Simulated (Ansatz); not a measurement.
Given:

GeTe:
```yaml
crystal:
  lattice:
    - [2.11325, 1.22009, 3.64703]
    - [-2.11325, 1.22009, 3.64703]
    - [0.00000, -2.44017, 3.64703]
  atoms:
    - { symbol: Ge, position: [0.23389, 0.23389, 0.23389] }
    - { symbol: Te, position: [0.76611, 0.76611, 0.76611] }
```

This is the PBE-relaxed structure. Tensor components refer to the Cartesian frame of this cell.

All from the program Ansatz at the PBE level (PAW), unless another level is named. Estimate the Poisson's ratio.

0.21.

What about the piezoelectric stress constants (proper, relaxed ions, C/m²)?

e15 = e24 = -2.81, e16 = e21 = -0.29, e22 = 0.29, e33 = -1.87.

Next, the highest zone-centre frequency (without LO–TO term)?

141 cm⁻¹.

Predict the elastic constants (relaxed ions, GPa).

C11 = 86.8, C12 = 18.5, C13 = 18.7, C14 = -14.6, C33 = 36.7, C44 = 24.9.

Space group R3m. The cell was relaxed with PBE under the symmetry of its start; of distortions, only those at the zone centre were tested. Scalar-relativistic: spin–orbit coupling is off unless named, which matters more the heavier the elements.

Potentials: the later of the program's two PAW sets.
